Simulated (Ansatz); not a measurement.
Input and command of a plane-wave DFT calculation in Ansatz:

```yaml
crystal:
  lattice:
    - [2.2085012539, 1.2750787934, 9.94667]
    - [-2.2085012539, 1.2750787934, 9.94667]
    - [0.0, -2.5501575869, 9.94667]
  atoms:
    - { symbol: Bi, position: [0.812, 0.812, 0.812] }
    - { symbol: Bi, position: [0.402, 0.402, 0.402] }
    - { symbol: Te, position: [0.611, 0.611, 0.611] }
    - { symbol: Te, position: [0.2, 0.2, 0.2] }
    - { symbol: Te, position: [0.0, 0.0, 0.0] }
basis:
  ecutwfc: 420
kpoints:
  mp_grid: { grid: [12, 12, 12] }
hamiltonian:
  xc: pbe
scf:
  occupations: { method: cold, width: 0.02 }
output:
  forces: true
  stress: true
  eigenvalues: true
```

```bash
ansatz run input.yaml --threads 1 --pin off --max-ram 2560MiB --backend cpu --events-out ev --progress --plain --runs-dir out
```

Processor: AMD EPYC 9B45 (Zen 5), 1 thread, on a host shared with other jobs.

Q: Estimate time, memory and problem size.

A: About 40 s on 1 thread of AMD EPYC 9B45 (Zen 5) (shared host), peak memory 1.1 GiB. It solves 47 bands at 189 k points (the mesh reduced by the symmetry that the task leaves, which can be less than the crystal's) with about 3279 plane waves, in 8 SCF iterations.
